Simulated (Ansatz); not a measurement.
# Stack of 1T-SbSBr under In2Se2, shifted by two thirds of the diagonal in a perpendicular field, part 2 of 3

What dipole does a perpendicular field induce in the stack of 1T-SbSBr under In2Se2, shifted by two thirds of the diagonal, and does the gap follow? A positive field points along +c.

Ansatz 0.2.0; plane-wave DFT, PBE-D3(BJ), Ansatz PAW (the session's first sound run).

So far. Step 2 (Relaxation): The lattice constant a goes from 4.095 to 3.995 Å.

**3. Atoms held, field 0**

A sawtooth potential applies the field, turning back in the middle of the vacuum. With the dipole correction the typed value is the field outside the slab. The induced dipole is small, so the SCF threshold is tight.

The cell differs from the one that the last finished run ended in (c 52.995 → 29.524 Å).

The input, input.yaml:

```yaml
crystal:
  lattice:
    - [3.9951131975, 0.0, 0.0]
    - [-1.9975565987, 3.45986952, 0.0]
    - [0.0, 0.0, 29.5240169852]
  atoms:
    - { symbol: Br, position: [0.6666666667, 0.3333333333, 0.3048365676] }
    - { symbol: Sb, position: [0.0, 0.0, 0.3697190469] }
    - { symbol: S, position: [0.3333333333, 0.6666666667, 0.4158934825] }
    - { symbol: Se, position: [0.0, 0.0, 0.5119430447] }
    - { symbol: In, position: [0.6666666667, 0.3333333333, 0.5561649857] }
    - { symbol: In, position: [0.6666666667, 0.3333333333, 0.6507239149] }
    - { symbol: Se, position: [0.0, 0.0, 0.6951634324] }
kpoints:
  mp_grid: { grid: [12, 12, 1] }
  band_path:
    path: [[0, 0, 0], [0.5, 0, 0], [0.33333333, 0.33333333, 0], [0, 0, 0]]
    npoints: 16
hamiltonian:
  xc: pbe
  dispersion: d3bj
scf:
  occupations: { method: fermi_dirac, width: 0.05 }
  convergence: { dr2_threshold: 1.0e-10 }
efield:
  axis: 3
  dipole_correction: true
  ramp_position: 0.97
  ramp_width: 0.06
  amplitude: 0
output:
  dos: { projected: true, e_range: [-6, 5] }
  bader: true
  write_potential: true
  write_density: true
  volumetric_format: npy
  elf: true
```

Started as:

```sh
ansatz run input.yaml --threads 4 --pin off --max-ram 6144MiB --backend cpu --events-out ev --progress --plain --runs-dir out
```

Numbers of over 12 decimals in the logs are rounded to 6 here.

The program printed:

```text
[...]
Crystal: 7 atoms, lattice volume = 408.098 Å³
Basis set: ecut = 420 eV, 8043 PW (Γ)
Bands: 52, of which v1, the nominal top of the filled ones, is band 43 counted from 1 (42 counted from 0)
Symmetry: 6 space group operations
[...]
k-points: 19 of 144 (time reversal used)
[...]
SCF iter   1: F=—  HF=-32308.664165 eV  |F-HF|=—  |Δ(HF+E_count)|=         —  Δρ=1.52e-3  dr2=4.94e-2  ethr=1.77e-3  p=0.012 e·Å  D=5.52e-3 V/Å  ΔV_dip=-0.16 eV  dr2_dipole=3.06e-4  V_vac-E_F(+/−)=5.20/5.36 eV  ⟨swp⟩=12.5  Hψ=4874  notcnv=0  defer=1
efield: sawtooth ramp at fractional position 0.9700 (set: `efield.ramp_position`, or a place that a band, a saddle search or an elastic batch's reference lends), width 0.0600; the density the first Hamiltonian is built on has a dipole p = 0.012 e·Å; the dipole correction subtracts the counter field D = 5.52e-3 V/Å, which shifts the + side's vacuum level by -0.16 eV against the − side's; the planar-averaged density in the ramp window peaks in size at 9.8e-6 e/Å³
[...]
SCF iter   2: F=—  HF=-32308.661484 eV  |F-HF|=—  |Δ(HF+E_count)|=   2.68e-3  Δρ=7.84e-4  dr2=1.09e-2  ethr=5.75e-5  p=0.020 e·Å  D=9.05e-3 V/Å  ΔV_dip=-0.27 eV  dr2_dipole=1.71e-3  V_vac-E_F(+/−)=5.11/5.38 eV  ⟨swp⟩=2.8  Hψ=1650  notcnv=0  defer=52
[...]
SCF iter  12: F=-32308.660604 eV  HF=-32308.660604 eV  |F-HF|=1.49e-10  |Δ(HF+E_count)|=  2.51e-10  Δρ=6.76e-8  dr2=8.60e-11  ethr=1.00e-12  p=0.010 e·Å  D=4.59e-3 V/Å  ΔV_dip=-0.14 eV  dr2_dipole=1.82e-11  V_vac-E_F(+/−)=5.19/5.33 eV  ⟨swp⟩=11.7  Hψ=3212  notcnv=0
SCF 1 converged in 12 iterations: F = -32308.660604 eV  dr2 = 8.60e-11
[...]
NSCF: frozen V_eff on 49 k-points
efield: sawtooth ramp at fractional position 0.9700 (kept from the solve that this one continues, or follows in the run), width 0.0600; the density the first Hamiltonian is built on has a dipole p = 0.010 e·Å; the dipole correction subtracts the counter field D = 4.59e-3 V/Å, which shifts the + side's vacuum level by -0.14 eV against the − side's; the planar-averaged density in the ramp window peaks in size at 7.1e-6 e/Å³
[...]
SCF converged after 12 iterations
Free energy (F): -32308.660604 eV
[...]
Internal energy: -32308.660600 eV  (E = F + TS)
E sigma→0 (E₀):  -32308.660602 eV
Entropy (-TS):   -0.000004 eV (-0.001 meV/atom)
Fermi energy:    0.719314 eV
Dipole field:    D = 0.004594 V/Å  (p = 0.010362 e·Å, saw-weighted, corrected)
Work function:   Φ+ = 5.1923 eV   Φ− = 5.3279 eV
Levels:          The Fermi level and band energies are counted from a zero that moves with the ramp; work functions are not
[...]
--- Band table (eV; the first three rows and the last of 19) ---
  k-point 0: bands = [... 39 lower, -0.5095, -0.4135, -0.4135, 0.1767, 1.1344, 1.8470, 2.3153, 2.3153, ... 5 higher]
  k-point 1: bands = [... 39 lower, -0.5949, -0.5334, -0.4924, 0.1988, 1.3932, 2.0748, 2.3813, 2.4327, ... 5 higher]
  k-point 2: bands = [... 39 lower, -0.8130, -0.6934, -0.3273, 0.0568, 1.7304, 2.4820, 2.7207, 2.7463, ... 5 higher]
  k-point 18: bands = [... 39 lower, -1.8086, -1.4575, -1.1779, -0.3591, 2.4185, 2.7715, 3.3726, 3.4082, ... 5 higher]
--- Bader charges: 7 sites ---
  site symbol  charge [e]  shift [e]
     0     Br     -0.4780     0.0000
     1     Sb      1.2350     0.0005
     2      S     -0.7642     0.0005
     3     Se     -0.6795     0.0018
     4     In      0.6862     0.0018
     5     In      0.6922     0.0018
     6     Se     -0.6916     0.0018
  estimated error of the sums over rays = 3.5e-4 e
```

Run time: 65 s. Hardware: 4 threads of Arm Neoverse N1, shared host; peak memory 1.3 GiB; 4.2 min of CPU time.

Reading the cycles: dr2 is the Hartree energy of the density residual (eV), the measure of convergence; HF is the Harris–Foulkes estimate of the energy, which meets the free energy F at convergence.

This step gave:

- dipole along the normal: 0.01036 e·Å
- gap along the path: 0.9325 eV
- smallest direct gap along the path: 0.9577 eV
- step between the vacuum levels: -0.1357 eV
- ionisation energy, upper face: 5.710 eV
- electron affinity, upper face: 4.777 eV
- ionisation energy, lower face: 5.845 eV
- gap, the smaller of path and mesh: 0.9325 eV

Running mean over a fixed 2.5 Å (it still follows the layers) of the planar mean; the ramp of the sawtooth is left out. The electron's electrostatic potential energy less the Fermi level by z:

z (Å), electron's electrostatic potential energy less the Fermi level (eV) and a bar from the least value:
```
        4       5.33 ##############################
        5       5.33 ##############################
        6       5.31 ##############################
        7       4.85 #############################
        8       0.78 #################
        9      -2.42 ########
       10      -4.95 
       11      -5.04 
       12      -4.12 ###
       13      -0.11 ##############
       14       1.20 ##################
       15      -2.21 ########
       16      -4.97 
       17      -2.93 ######
       18      -1.81 #########
       19      -3.89 ###
       20      -4.61 #
       21      -0.39 #############
       22       3.33 ########################
       23       5.05 #############################
       24       5.18 ##############################
       25       5.19 ##############################
       26       5.19 ##############################
```

The density of states has structure finer than the step of the table below, so its rows give means over 0.2 eV, whole bins alone (the curve runs from -6 to 2.41 eV). Peaks (eV: height): -5.31: 11.9, -3.38: 14.1, -2.80: 18.1, -2.75: 15.0, -2.50: 17.0, -2.09: 12.7, 2.05: 11.1.

Density of states against energy, zero at the Fermi level of the run, which the smearing sets inside the gap; means over each step:

| energy (eV) | density of states (states/eV a cell) |
| --- | --- |
| -5.8 | 0 |
| -5.6 | 1.03 |
| -5.4 | 5.69 |
| -5.2 | 4.08 |
| -5.0 | 2.34 |
| -4.8 | 3.50 |
| -4.6 | 2.91 |
| -4.4 | 2.74 |
| -4.2 | 3.49 |
| -4.0 | 4.58 |
| -3.8 | 3.74 |
| -3.6 | 3.22 |
| -3.4 | 7.00 |
| -3.2 | 3.65 |
| -3.0 | 5.35 |
| -2.8 | 11.4 |
| -2.6 | 6.81 |
| -2.4 | 8.36 |
| -2.2 | 7.62 |
| -2.0 | 6.11 |
| -1.8 | 4.09 |
| -1.6 | 5.12 |
| -1.4 | 4.50 |
| -1.2 | 5.32 |
| -1.0 | 4.46 |
| -0.8 | 1.29 |
| -0.6 | 1.03 |
| -0.4 | 0 |
| -0.2 | 0 |
| 0.0 | 0 |
| 0.2 | 0 |
| 0.4 | 0.0233 |
| 0.6 | 0.222 |
| 0.8 | 0.346 |
| 1.0 | 0.577 |
| 1.2 | 2.31 |
| 1.4 | 2.55 |
| 1.6 | 3.36 |
| 1.8 | 7.06 |
| 2.0 | 8.51 |
| 2.2 | 5.36 |

Projected DOS per atom over height of the atomic layer and energy from the Fermi level. Layers: Br Sb S Se In In Se from below.

Ten even steps from '_' (0.00 states/eV) to '@' (3.02 states/eV), each cell a mean:
```
__==....::::..
..++::--====--
__--..________
__::__________
______________
______________
______________
______________
______..____..
--::==::..__::
..__::--....==
::__..**....**
##__--==....**
@@__++==....++
==__::::..__..
--..::--....::
==::--..______
::::::..______
::::::________
..::....____..
..::::......::
______________
```
Columns: height of the atomic layer (Å) from 9 to 20.5 (not evenly spaced); rows upwards: energy from the Fermi level (eV) from -5.96 to 2.41.

Electronic bands along the path, in eV, zero at the Fermi level of the run, which the smearing sets inside the gap:

| point | band 40 | band 41 | band 42 | band 43 | band 44 | band 45 | band 46 | band 47 |
| --- | --- | --- | --- | --- | --- | --- | --- | --- |
| Γ | -1.23 | -1.13 | -1.13 | -0.54 | 0.42 | 1.13 | 1.60 | 1.60 |
| halfway | -1.80 | -1.66 | -1.13 | -0.90 | 1.17 | 2.03 | 2.17 | 2.32 |
| M | -2.25 | -2.09 | -1.80 | -1.65 | 1.16 | 1.52 | 1.72 | 2.71 |
| halfway | -2.52 | -2.14 | -1.73 | -1.30 | 1.84 | 1.85 | 2.09 | 2.59 |
| K | -2.53 | -2.18 | -1.90 | -1.08 | 1.70 | 2.05 | 2.65 | 2.69 |
| halfway | -2.17 | -2.03 | -1.02 | -0.92 | 1.65 | 2.11 | 2.30 | 2.50 |
| Γ | -1.23 | -1.13 | -1.13 | -0.54 | 0.42 | 1.13 | 1.60 | 1.60 |

ELF in the ca plane at fractional y = 0.000, with atoms of Sb and Se within 0.2 Å of it. It is the smooth field of the valence electrons, not physical close to the nuclei.

Ten even steps from '0' (0.00) to '9' (0.86), each cell a mean:
```
00000000000000003430003320028985378631000136
00000000000001112443233321016998888631000136
00000000000134543234434443102688876322222223
00000000001367886322235676410134442223343322
00000000002478998520136788620001122223454322
00000000002468987411135787510012222223454322
00000000001246775223334565200367764222333222
00000000000012322344433321003899887521111124
00000000000000002442123320027997688631000136
00000000000000003530003320039983267631000136
```
Columns run along c (16.0 Å, from fractional 0.12 to 0.66 of the cell), rows up along a (4.0 Å). Atoms in or near the plane, at fractional coordinates: Sb at (0.37, 0.00), Se at (0.51, 0.00).

Electrostatic potential energy in the ca plane at fractional y = 0.000, with atoms of Sb and Se within 0.2 Å of it. With pseudopotentials it is smooth inside the atoms' cores, unlike the true potential.

Ten even steps from '0' (-25 eV) to '9' (6 eV), each cell a mean:
```
99999999999999998400000589998425524899999998
99999999999999998630003689999732236899999998
99999999999999998875457889999987678888999888
99999999999999888888888889999999887778898877
99999999999998888899888888999999887677888776
99999999999999888888888888999999887678888876
99999999999999988887778889999988888788898887
99999999999999998752125789999863357889999988
99999999999999998510001589998623315899999998
99999999999999998400000479998436633899999998
```
Columns run along c (16.0 Å, from fractional 0.12 to 0.66 of the cell; values clipped at the 3rd and 97th percentile), rows up along a (4.0 Å). Atoms in or near the plane, at fractional coordinates: Sb at (0.37, 0.00), Se at (0.51, 0.00).

Valence density in the ca plane at fractional y = 0.000, with atoms of Sb and Se within 0.2 Å of it. It is the smooth field of the valence electrons, not physical close to the nuclei.

Ten steps, logarithmic in the rise over the least value, from '0' (0 e/Å³) to '9' (33 e/Å³), each cell a mean:
```
00000013676310000125874100000000137873100000
00000012343100000012432100000000123432100000
00000001111100000001111100000000111110000000
00011100000111000000000100000000100000000000
00011100000111000000000110000001100000000000
00011100000111000000000110000001100000000000
00000000011110000000111100000000011100000000
00000001222100000012221100000000112221000000
00000013564210000124653100000000125652100000
00000014787310000126995210000000138983100000
```
Columns run along c (16.0 Å, from fractional 0.26 to 0.81 of the cell), rows up along a (4.0 Å). Atoms in or near the plane, at fractional coordinates: Sb at (0.37, 0.00), Se at (0.51, 0.00), Se at (0.70, 0.00).

The gap is 0.93 eV, with the valence edge 5.71 eV and the conduction edge 4.78 eV under the upper vacuum level. Spin-orbit coupling, left out in this run, matters for the bands of elements this heavy.

**4. Atoms held, field 0.03 V/Å**

input.yaml, as its differences from that of step 3:

```diff
@@ -29,6 +29,4 @@
   ramp_width: 0.06
-  amplitude: 0
+  amplitude: 0.03
 output:
-  dos: { projected: true, e_range: [-6, 5] }
-  bader: true
   write_potential: true
@@ -36,2 +34 @@
   volumetric_format: npy
-  elf: true
```

The program printed:

```text
[...]
Crystal: 7 atoms, lattice volume = 408.098 Å³
Basis set: ecut = 420 eV, 8043 PW (Γ)
Bands: 52, of which v1, the nominal top of the filled ones, is band 43 counted from 1 (42 counted from 0)
Symmetry: 6 space group operations
[...]
k-points: 19 of 144 (time reversal used)
[...]
k-point 0: bands = [... 39 lower, -0.4994, -0.3966, -0.3966, 0.1856, 1.1209, 1.8596, 2.3022, 2.3022, ... 5 higher]
  k-point 1: bands = [... 39 lower, -0.5846, -0.5306, -0.4759, 0.2044, 1.3803, 2.0818, 2.3743, 2.4197, ... 5 higher]
  k-point 2: bands = [... 39 lower, -0.8022, -0.6775, -0.3308, 0.0612, 1.7182, 2.4826, 2.7077, 2.7458, ... 5 higher]
  k-point 18: bands = [... 39 lower, -1.8204, -1.4427, -1.1650, -0.3714, 2.4304, 2.7730, 3.3716, 3.3974, ... 5 higher]
[key lines of the parts left out:]
SCF converged after 16 iterations
Free energy (F): -32308.661343 eV
Fermi energy:    0.715307 eV
Dipole field:    D = 0.017232 V/Å  (p = 0.038863 e·Å, saw-weighted, corrected)
```

Run time: 51 s. Hardware: 4 threads; peak memory 1.2 GiB.

The dipole is 0.0389 e·Å, 0.0285 e·Å from its value without field, and the gap 0.913 eV.

**5. Single point, field -0.03 V/Å**

input.yaml, as its differences from that of step 4:

```diff
@@ -29,3 +29,3 @@
   ramp_width: 0.06
-  amplitude: 0.03
+  amplitude: -0.03
 output:
```

The program printed:

```text
[...]
Crystal: 7 atoms, lattice volume = 408.098 Å³
Basis set: ecut = 420 eV, 8043 PW (Γ)
Bands: 52, of which v1, the nominal top of the filled ones, is band 43 counted from 1 (42 counted from 0)
Symmetry: 6 space group operations
[...]
k-points: 19 of 144 (time reversal used)
[...]
k-point 0: bands = [... 39 lower, -0.5198, -0.4302, -0.4302, 0.1679, 1.1479, 1.8343, 2.3283, 2.3283, ... 5 higher]
  k-point 1: bands = [... 39 lower, -0.6055, -0.5362, -0.5088, 0.1934, 1.4061, 2.0670, 2.3891, 2.4458, ... 5 higher]
  k-point 2: bands = [... 39 lower, -0.8242, -0.7091, -0.3243, 0.0530, 1.7425, 2.4802, 2.7338, 2.7480, ... 5 higher]
  k-point 18: bands = [... 39 lower, -1.7968, -1.4722, -1.1910, -0.3469, 2.4065, 2.7694, 3.3742, 3.4190, ... 5 higher]
[key lines of the parts left out:]
SCF converged after 16 iterations
Free energy (F): -32308.660721 eV
Fermi energy:    0.723456 eV
Dipole field:    D = -0.008054 V/Å  (p = -0.018165 e·Å, saw-weighted, corrected)
```

Wall time 51 s (4 threads); peak memory 1.2 GiB; 3.3 min of CPU time.

The dipole is -0.0182 e·Å, -0.0285 e·Å from its value without field, and the gap 0.952 eV.

**6. Single point, field 0.15 V/Å**

input.yaml, as its differences from that of step 5:

```diff
@@ -29,3 +29,3 @@
   ramp_width: 0.06
-  amplitude: -0.03
+  amplitude: 0.15
 output:
```

The program printed:

```text
[...]
Crystal: 7 atoms, lattice volume = 408.098 Å³
Basis set: ecut = 420 eV, 8043 PW (Γ)
Bands: 52, of which v1, the nominal top of the filled ones, is band 43 counted from 1 (42 counted from 0)
Symmetry: 6 space group operations
[...]
k-points: 19 of 144 (time reversal used)
[...]
k-point 0: bands = [... 39 lower, -0.4623, -0.3284, -0.3284, 0.2211, 1.0667, 1.9093, 2.2500, 2.2500, ... 5 higher]
  k-point 1: bands = [... 39 lower, -0.5466, -0.5196, -0.4086, 0.2286, 1.3283, 2.0995, 2.3555, 2.3674, ... 5 higher]
  k-point 2: bands = [... 39 lower, -0.7626, -0.6125, -0.3507, 0.0841, 1.6691, 2.4714, 2.6554, 2.7559, ... 5 higher]
  k-point 18: bands = [... 39 lower, -1.8604, -1.3832, -1.1140, -0.4195, 2.4758, 2.7723, 3.3546, 3.3727, ... 5 higher]
[key lines of the parts left out:]
SCF converged after 16 iterations
Free energy (F): -32308.672854 eV
Fermi energy:    0.700403 eV
Dipole field:    D = 0.067842 V/Å  (p = 0.153003 e·Å, saw-weighted, corrected)
```

Run time: 50 s. Hardware: 4 threads; peak memory 1.2 GiB.

The dipole is 0.153 e·Å, 0.143 e·Å from its value without field, and the gap 0.831 eV.

**7. Atoms held, field 0.25 V/Å**

input.yaml, as its differences from that of step 6:

```diff
@@ -29,3 +29,3 @@
   ramp_width: 0.06
-  amplitude: 0.15
+  amplitude: 0.25
 output:
```

The program printed:

```text
[...]
Crystal: 7 atoms, lattice volume = 408.098 Å³
Basis set: ecut = 420 eV, 8043 PW (Γ)
Bands: 52, of which v1, the nominal top of the filled ones, is band 43 counted from 1 (42 counted from 0)
Symmetry: 6 space group operations
[...]
k-points: 19 of 144 (time reversal used)
[...]
k-point 0: bands = [... 39 lower, -0.4341, -0.2717, -0.2717, 0.2504, 1.0218, 1.9496, 2.2067, 2.2067, ... 5 higher]
  k-point 1: bands = [... 39 lower, -0.5180, -0.5100, -0.3525, 0.2501, 1.2850, 2.0988, 2.3242, 2.3541, ... 5 higher]
  k-point 2: bands = [... 39 lower, -0.7329, -0.5578, -0.3722, 0.1078, 1.6279, 2.4489, 2.6121, 2.7759, ... 5 higher]
  k-point 18: bands = [... 39 lower, -1.8330, -1.3338, -1.0727, -0.4584, 2.5107, 2.7640, 3.3201, 3.3798, ... 5 higher]
[key lines of the parts left out:]
SCF converged after 14 iterations
Free energy (F): -32308.692915 eV
Fermi energy:    0.689182 eV
Dipole field:    D = 0.110073 V/Å  (p = 0.248246 e·Å, saw-weighted, corrected)
```

The job ended after 49 s (4 threads; peak memory 1.1 GiB; 3.2 min of CPU time).

The dipole is 0.248 e·Å, 0.238 e·Å from its value without field, and the gap 0.762 eV.

**8. Single point, field -0.25 V/Å**

input.yaml, as its differences from that of step 7:

```diff
@@ -29,4 +29,6 @@
   ramp_width: 0.06
-  amplitude: 0.25
+  amplitude: -0.25
 output:
+  dos: { projected: true, e_range: [-6, 5] }
+  bader: true
   write_potential: true
@@ -34 +36,2 @@
   volumetric_format: npy
+  elf: true
```

The program printed:

```text
[...]
Crystal: 7 atoms, lattice volume = 408.098 Å³
Basis set: ecut = 420 eV, 8043 PW (Γ)
Bands: 52, of which v1, the nominal top of the filled ones, is band 43 counted from 1 (42 counted from 0)
Symmetry: 6 space group operations
[...]
k-points: 19 of 144 (time reversal used)
[...]
k-point 18: bands = [... 39 lower, -1.7093, -1.5782, -1.2882, -0.2558, 2.3125, 2.7344, 3.4008, 3.4986, ... 5 higher]
--- Bader charges: 7 sites ---
  site symbol  charge [e]  shift [e]
     0     Br     -0.4642     0.0000
     1     Sb      1.2378     0.0005
     2      S     -0.7727     0.0005
     3     Se     -0.6699     0.0018
     4     In      0.6891     0.0018
     5     In      0.6886     0.0018
     6     Se     -0.7087     0.0018
  estimated error of the sums over rays = 4.4e-4 e
[key lines of the parts left out:]
SCF converged after 14 iterations
Free energy (F): -32308.687713 eV
Fermi energy:    0.758358 eV
Dipole field:    D = -0.100753 V/Å  (p = -0.227228 e·Å, saw-weighted, corrected)
```

Elapsed: 68 s, on 4 threads; peak memory 1.3 GiB.

The dipole is -0.227 e·Å, -0.238 e·Å from its value without field, and the gap 1.085 eV.

(Part 2 of 3 ends here.)

[Logs are printed without paths, hosts, clocks, repeated set-up lines and the standing remarks that a program may print on its own settings, such as how far it seeks lower states.]

[Hosts, paths, dates, database ids (printed as entryN), source tags and the programs' standing remarks are cut or masked in the printed files.]

[Maps of the electrostatic potential energy from Ansatz leave out the sawtooth potential of an applied field or a dipole correction, so their vacuum need not be flat; planar profiles and work functions include it.]

[The density of states shown here was stored with 400 of the rows of the run's finer table, so its peaks can read low, often by over a quarter, or be missed, and its means over a window can be off by a tenth or more.]
